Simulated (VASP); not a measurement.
Input of a VASP 6.6.1 run:

INCAR

```
SYSTEM = Ga
PREC = Accurate
ENCUT = 520
EDIFF = 1E-7
ISMEAR = 0
SIGMA = 0.1
LREAL = .FALSE.
LASPH = .TRUE.
NELM = 120
ALGO = Normal
ISIF = 3
LWAVE = .FALSE.
LCHARG = .FALSE.
GGA = PE
IBRION = 2
NSW = 60
EDIFFG = -0.005
POTIM = 0.3
```

KPOINTS

```
Automatic mesh
0
G
  17 17 13
  0 0 0
```

File POSCAR:

```
Ga                                      
1.0
    1.4132823950     -4.0652732697      0.0245234674
    1.4132823950      4.0652732697      0.0245234674
   -0.0615817738      0.0000000000      3.3379895460
  Ga            
     2
Direct
     0.8655542458455621    0.1344457541544380    0.2500000000000000
     0.1344457541544380    0.8655542458455621    0.7500000000000000
```

Potentials or basis: VASP PAW PBE potentials, release 64 (Ga_d).

Command:

```sh
$ cat potpaw_PBE.64/Ga_d/POTCAR > POTCAR
$ mpirun -np 1 vasp_std > vasp.out
```

(1) Predict the band gap on the k mesh.

(2) What does it give for the space group after relaxing (to 0.05 Å)?

## Answers

(1) none (metal or under the smearing width).

(2) Cmcm (No. 63).
